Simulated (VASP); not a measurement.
# Si (Fd-3m) in VASP: further runs

One crystal, Si, is run at these levels: HSE06, PBE; tasks: single point.

Program: VASP 6.6.1. These are calculated values, not measurements. Logs are shortened: lines on timing, memory, paths and dates and some standing lists are left out, and cuts for length are marked.

## 1. The structure

It takes space group Fd-3m (No. 227, cubic). Conventional cell: a = 5.441 Å, b = 5.441 Å, c = 5.441 Å, α = 90.00°, β = 90.00°, γ = 90.00°. Si (site symmetry -43m) is surrounded by 4 Si at 2.36 Å.

## 2. Single point, HSE06

Input file POSCAR:

```
Si
1.0
    0.0000000000      2.7203774210      2.7203774210
    2.7203774210      0.0000000000      2.7203774210
    2.7203774210      2.7203774210      0.0000000000
Si
2
Direct
    0.5000000000      0.5000000000      0.5000000000
    0.7500000000      0.7500000000      0.7500000000
```

Input file INCAR.step1:

```
SYSTEM = Si
  PREC = Accurate
  ENCUT = 520
  EDIFF = 1E-5
  ISMEAR = 0
  SIGMA = 0.05
  LREAL = .False.
  LASPH = .True.
  NELM = 80
  ALGO = Normal
  ISIF = 2
  LWAVE = .True.
  GGA = PE
  NBANDS = 11
```

Input file INCAR.step2:

```
SYSTEM = Si
  PREC = Accurate
  ENCUT = 520
  EDIFF = 1E-6
  ISMEAR = 0
  SIGMA = 0.05
  LREAL = .False.
  LASPH = .True.
  NELM = 80
  ALGO = Normal
  ISIF = 2
  LWAVE = .False.
  LCHARG = .True.
  GGA = PE
  LHFCALC = .True.
  HFSCREEN = 0.2079
  PRECFOCK = Normal
  LELF = .True.
  LVHAR = .True.
  ISTART = 1
  NBANDS = 11
```

Input file KPOINTS:

```
regular mesh
0
Gamma
  6 6 6
  0 0 0
```

Potentials or basis: VASP PAW PBE potentials, release 64 (Si).

On the command line:

```
> cat potpaw_PBE.64/Si/POTCAR > POTCAR
> cp INCAR.step1 INCAR
> mpirun -np 1 vasp_std > vasp.out
> cp INCAR.step2 INCAR
> mpirun -np 1 vasp_std > vasp.out
```

OUTCAR:

```text
SYSTEM = Si
   PREC = Accurate
   ENCUT = 520
   EDIFF = 1E-6
   ISMEAR = 0
   LREAL = .False.
   LASPH = .True.
   NELM = 80
   ISIF = 2
   GGA = PE
   LHFCALC = .True.
   HFSCREEN = 0.2079
   PRECFOCK = Normal
   ISTART = 1

 ion  position               nearest neighbor table
   1  0.500  0.500  0.500-   2 2.36   2 2.36   2 2.36   2 2.36
   2  0.750  0.750  0.750-   1 2.36   1 2.36   1 2.36   1 2.36

  LATTYP: Found a face centered cubic cell.
 ALAT       =     5.4407548420

  Lattice vectors:

 A1 = (   0.0000000000,   2.7203774210,   2.7203774210)
 A2 = (   2.7203774210,   0.0000000000,   2.7203774210)
 A3 = (   2.7203774210,   2.7203774210,   0.0000000000)

Analysis of symmetry for initial positions (statically):
=====================================================================
 Subroutine PRICEL returns:
 Original cell was already a primitive cell.

 Routine SETGRP: Setting up the symmetry group for a
 face centered cubic supercell.

 Subroutine GETGRP returns: Found 48 space group operations
 (whereof 24 operations were pure point group operations)
 out of a pool of 48 trial point group operations.

The static configuration has the point symmetry T_d .
 The point group associated with its full space group is O_h .

Analysis of symmetry for dynamics (positions and initial velocities):
=====================================================================
 Subroutine PRICEL returns:
 Original cell was already a primitive cell.

 Routine SETGRP: Setting up the symmetry group for a
 face centered cubic supercell.

 Subroutine GETGRP returns: Found 48 space group operations
 (whereof 24 operations were pure point group operations)
 out of a pool of 48 trial point group operations.

The dynamic configuration has the point symmetry T_d .
 The point group associated with its full space group is O_h .

 Subroutine INISYM returns: Found 48 space group operations
 (whereof 24 operations are pure point group operations),
 and found     1 'primitive' translations

----------------------------------------------------------------------------------------

                                     Primitive cell

  volume of cell :      40.2641

  direct lattice vectors                    reciprocal lattice vectors
     0.000000000  2.720377421  2.720377421    -0.183798026  0.183798026  0.183798026
     2.720377421  0.000000000  2.720377421     0.183798026 -0.183798026  0.183798026
     2.720377421  2.720377421  0.000000000     0.183798026  0.183798026 -0.183798026

  length of vectors
     3.847194644  3.847194644  3.847194644     0.318347519  0.318347519  0.318347519

  position of ions in fractional coordinates (direct lattice)
     0.500000000  0.500000000  0.500000000
     0.750000000  0.750000000  0.750000000

  ion indices of the primitive-cell ions
   primitive index   ion index
                 1           1
                 2           2

----------------------------------------------------------------------------------------

 KPOINTS: regular mesh

Automatic generation of k-mesh.
 Grid dimensions read from file:
 generate k-points for:    6    6    6

 Generating k-lattice:

  Cartesian coordinates                     Fractional coordinates (reciprocal lattice)
    -0.030633004  0.030633004  0.030633004     0.166666667  0.000000000  0.000000000
     0.030633004 -0.030633004  0.030633004     0.000000000  0.166666667  0.000000000
     0.030633004  0.030633004 -0.030633004     0.000000000  0.000000000  0.166666667

  Length of vectors
     0.053057920  0.053057920  0.053057920

  Shift w.r.t. Gamma in fractional coordinates (k-lattice)
     0.000000000  0.000000000  0.000000000

 Subroutine IBZKPT returns following result:
 ===========================================

 Found     16 irreducible k-points:

 Following reciprocal coordinates:
            Coordinates               Weight
  0.000000  0.000000  0.000000      1.000000
  0.166667  0.000000  0.000000      8.000000
  0.333333  0.000000  0.000000      8.000000
  0.500000  0.000000  0.000000      4.000000
  0.166667  0.166667  0.000000      6.000000
  0.333333  0.166667  0.000000     24.000000
[... 8 lines left out ...]
 -0.333333  0.333333  0.166667     24.000000
 -0.333333  0.500000  0.166667     12.000000
   k-points           NKPTS =     16   k-points in BZ     NKDIM =    216   number of bands    NBANDS=     11
   number of dos      NEDOS =    301   number of ions     NIONS =      2
   total plane-waves  NPLWV =  27000
   dimension x,y,z NGX =    30 NGY =   30 NGZ =   30
   dimension x,y,z NGXF=    60 NGYF=   60 NGZF=   60
   ions per type =               2
   NGX,Y,Z   is equivalent  to a cutoff of  12.96, 12.96, 12.96 a.u.
   NGXF,Y,Z  is equivalent  to a cutoff of  25.93, 25.93, 25.93 a.u.
 SYSTEM =  Si
   PREC   = accura    normal or accurate (medium, high low for compatibility)
   ISTART =      1    job   : 0-new  1-cont  2-samecut
   ICHARG =      0    charge: 1-file 2-atom 10-const
   ISPIN  =      1    spin polarized calculation?
   LNONCOLLINEAR =      F non collinear calculations
   LSORBIT =      F    spin-orbit coupling
   LASPH  =      T    aspherical Exc in radial PAW
   ENCUT  =  520.0 eV  38.22 Ry    6.18 a.u.   7.15  7.15  7.15*2*pi/ulx,y,z
   NELM   =     80;   NELMIN=  2; NELMDL=  0     # of ELM steps
   EDIFF  = 0.1E-05   stopping-criterion for ELM
   LREAL  =      F    real-space projection
   EDIFFG = 0.1E-04   stopping-criterion for IOM
   NSW    =      0    number of steps for IOM
   IBRION =     -1    ionic relax: 0-MD 1-quasi-New 2-CG
   NFREE  =      0    steps in history (QN), initial steepest desc. (CG)
   ISIF   =      2    stress and relaxation
   ISYM   =      3    0-nonsym 1-usesym 2-fastsym
   POTIM  = 0.5000    time-step for ionic-motion
   TEBEG  =    0.0;   TEEND  =   0.0 temperature during run
   PSTRESS=    0.0 pullay stress
   NELECT =       8.0000    total number of electrons
   NUPDOWN=      -1.0000    fix difference up-down
   EMIN   =  10.00;   EMAX   =-10.00  energy-range for DOS
   EFERMI =   0.00;   METHOD = LEGACY
   ISMEAR =     0;   SIGMA  =   0.05  broadening in eV -4-tet -1-fermi 0-gaus
   EFERMI_NEDOS =   21; number of points for ismear=-14 and -15
   IALGO  =     38    algorithm
   IMIX   =      1    mixing-type and parameters
     AMIX     =   0.40;   BMIX     =  1.00
     AMIX_MAG =   1.60;   BMIX_MAG =  1.00
  volume/ion in A,a.u.               =      20.13       135.86
  Fermi-wavevector in a.u.,A,eV,Ry     =   0.955284  1.805224 12.416225  0.912567
  Thomas-Fermi vector in A             =   2.084107
   LORBIT       =      0    0 simple, 1 ext, 2 COOP (PROOUT), +10 PAW based schemes
   GGA     = PE    functional components
   LHFCALC =     T    Hartree Fock is set to
   PRECFOCK=normal    Normal, Fast or Accurate (Low or Medium for compatibility)
   ENCUT4O =  -1.0   cutoff for four orbital integrals eV
   NKREDX  =     1    reduce k-point grid by
   NKREDY  =     1    reduce k-point grid by
   NKREDZ  =     1    reduce k-point grid by
   AEXX    =    0.2500 exact exchange contribution
   HFSCREEN=    0.2079 screening length (either q_TF or 0.3 A-1)
   HFSCREENC=   0.2079 screening length for correlation (either q_TF or 0.3 A-1)
   ENCUTFOCK=  -1.0 apply spherical cutoff to Coloumb kernel
   IVDW    =     0    specifies the selected vdW correction
   LEPSILON=     F    determine dielectric tensor
   LRPA    =     F    only Hartree local field effects (RPA)
 non-spin polarized calculation
 Gauss-broadening in eV      SIGMA  =   0.05
  energy-cutoff  :      520.00
  volume of cell :       40.26
 maximum number of plane-waves:      1106
 NGX is ok and might be reduce to    30
  NGX = 24; NGY = 24; NGZ = 24

 number of electron       8.0000001 magnetization

 Free energy of the ion-electron system (eV)
  ---------------------------------------------------
  ext. energy  EPLUGINS =         0.00000000
  ---------------------------------------------------
  free energy    TOTEN  =       -12.53287091 eV

  energy without entropy =      -12.53287091  energy(sigma->0) =      -12.53287091

 E-fermi :   5.7178     XC(G=0):  -7.8306

 val. band max:        5.4193327329   @ k =   0.0000   0.0000   0.0000
 cond. band min:       6.7222913199   @ k =   0.5000   0.5000   0.0000
 fundamental gap:      1.3029585870
 Fermi energy:         5.7178101852

 k-point     1 :       0.0000    0.0000    0.0000
  band No.  band energies     occupation
      1      -7.8268      2.00000
      2       5.4193      2.00000
      3       5.4193      2.00000
      4       5.4193      2.00000
      5       8.7428      0.00000
      6       8.7428      0.00000
      7       8.7428      0.00000
      8       9.6754      0.00000
      9      14.1932      0.00000
     10      14.2006      0.00000
     11      14.2006      0.00000

 k-point     2 :       0.1667    0.0000    0.0000
  band No.  band energies     occupation
      1      -7.4282      2.00000
      2       2.8680      2.00000
      3       4.9486      2.00000
      4       4.9486      2.00000
      5       8.5131      0.00000
      6       9.4270      0.00000
      7       9.4270      0.00000
      8      11.8234      0.00000
      9      13.4995      0.00000
     10      13.4995      0.00000
     11      15.4121      0.00000

 k-point     3 :       0.3333    0.0000    0.0000
  band No.  band energies     occupation
      1      -6.3055      2.00000
      2      -0.4325      2.00000
      3       4.3396      2.00000
      4       4.3396      2.00000
      5       7.8833      0.00000
      6       9.7421      0.00000
      7       9.7421      0.00000
      8      14.2602      0.00000
      9      14.4686      0.00000
     10      14.4686      0.00000
     11      15.5506      0.00000
[... 155 lines left out ...]
 k-point    15 :      -0.3333    0.3333    0.1667
  band No.  band energies     occupation
      1      -4.1998      2.00000
      2      -2.1349      2.00000
      3       1.0774      2.00000
      4       2.4465      2.00000
      5       9.5051      0.00000
      6       9.7872      0.00000
      7      12.4611      0.00000
      8      12.9800      0.00000
      9      14.0731      0.00000
     10      17.8001      0.00000
     11      18.6477      0.00000

 k-point    16 :      -0.3333    0.5000    0.1667
  band No.  band energies     occupation
      1      -3.0952      2.00000
      2      -3.0952      2.00000
      3       1.4770      2.00000
      4       1.4770      2.00000
      5       8.8803      0.00000
      6       8.8803      0.00000
      7      13.2160      0.00000
      8      13.2160      0.00000
      9      17.2796      0.00000
     10      17.2796      0.00000
     11      19.6981      0.00000

------------------------ aborting loop because EDIFF is reached ----------------------------------------

  FORCE on cell =-STRESS in cart. coord.  units (eV):
  Direction    XX          YY          ZZ          XY          YZ          ZX
  --------------------------------------------------------------------------------------
  -------------------------------------------------------------------------------------
  Total       -0.0856574     -0.0856574     -0.0856574      0.0000000      0.0000000     -0.0000000
  in kB       -3.4084587     -3.4084587     -3.4084587      0.0000000      0.0000000     -0.0000000
  external PRESSURE =      -3.4084587 kB  Pullay stress =       0.0000000 kB

 VOLUME and BASIS-vectors are now :
 -----------------------------------------------------------------------------
  energy-cutoff  :      520.00
  volume of cell :       40.26
      direct lattice vectors                 reciprocal lattice vectors
     0.000000000  2.720377421  2.720377421    -0.183798026  0.183798026  0.183798026
     2.720377421  0.000000000  2.720377421     0.183798026 -0.183798026  0.183798026
     2.720377421  2.720377421  0.000000000     0.183798026  0.183798026 -0.183798026

 POSITION                                       TOTAL-FORCE (eV/Angst)
 -----------------------------------------------------------------------------------
      2.72038      2.72038      2.72038         0.000000      0.000000      0.000000
      4.08057      4.08057      4.08057        -0.000000     -0.000000     -0.000000
 -----------------------------------------------------------------------------------
    total drift:                               -0.000001     -0.000001     -0.000001

  FREE ENERGIE OF THE ION-ELECTRON SYSTEM (eV)
  ---------------------------------------------------
  free  energy   TOTEN  =       -12.5328709050 eV

  energy  without entropy=      -12.5328709050  energy(sigma->0) =      -12.53287091
```

Wall time 7.8 min (1 thread of AMD EPYC 9R45 (Zen 5), shared host); peak memory 0.24 GiB.

Results:

* Free energy: -12.5329 eV
* Pressure: -0.3 GPa
* Band gap on the k mesh: 1.30 eV, indirect (least direct gap 3.32 eV)

Caveat: the PAW data sets were made with another functional, which shifts forces and pressure a little.

(Part 1 of 2 ends here.)
